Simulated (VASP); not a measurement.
MgTe, 2 atoms in the cell. Symmetry: F-43m, No. 216, cubic system. The conventional cell has a = 6.464 Å, b = 6.464 Å, c = 6.464 Å, α = 90.00°, β = 90.00°, γ = 90.00°. Te (site symmetry -43m) is surrounded by 4 Mg at 2.80 Å. Around Mg (site symmetry -43m) lie 4 Te at 2.80 Å. The cell comes from a database or a generator and needn't be the stable form of this composition.

- Program: VASP 6.6.1
- Task: single point
- Functional: PBEsol
- Potentials or basis: VASP PAW PBE potentials, release 54 (Te, Mg)
- Cutoff: 520 eV
- k mesh: 7 × 7 × 7
- Occupations: gaussian, width 0.02 eV
- Spin: no spin polarisation
- Further INCAR settings: ALGO = Fast; EDIFF = 1.00e-07; NBANDS = 11

Potentials or basis: VASP PAW PBE potentials, release 54 (Te, Mg).

Command:

```sh
$ python run.py
```

Hardware: 1 thread of Intel(R) Xeon(R) Platinum 8488C (Sapphire Rapids), on a shared host.

Estimate the wall time of this run.

It took 18 s on 1 thread of Intel(R) Xeon(R) Platinum 8488C (Sapphire Rapids), with other jobs on the host, peak memory 0.2 GiB. Counts: scf iterations 14, k points 20.
